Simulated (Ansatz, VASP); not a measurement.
RbBr in VASP and in Ansatz

```
Rb Br
1.0
     0.00000    3.42521    3.42521
     3.42521    0.00000    3.42521
     3.42521    3.42521    0.00000
Rb Br
1 1
Cartesian
  0.0000 0.0000 0.0000
  3.4252 3.4252 3.4252
```

Alike in both runs: functional PBEsol; k mesh 6 × 6 × 6; occupations gaussian, width 0.02 eV; no spin polarisation.

Ansatz relaxed the structure, and its values are those at the end. VASP's run is a single point on that final structure, the one shown.

|  | VASP | Ansatz |
| --- | --- | --- |
| version | VASP 6.6.1 | Ansatz 0.2.0 |
| potentials or method | VASP PAW PBE potentials, release 64 (Rb_sv, Br) | scalar-relativistic, plane waves, PAW |
| plane-wave cutoff (eV) | 520 | 420 |
| valence electrons in the cell | 16 | 16 |

|  | VASP | Ansatz | Ansatz less VASP |
| --- | --- | --- | --- |
| gap on the k mesh at the Fermi level (eV) | 4.22 | 4.22 | +0.003 |
| least direct gap on the mesh (eV) | 4.22 | 4.22 | +0.003 |
| pressure (GPa) | 0.0 | 0.0 | -0.03 |

Caveats: the PAW data sets were made with another functional, which shifts forces and pressure a little (VASP). As with any semilocal functional, this PBEsol gap is likely too small.
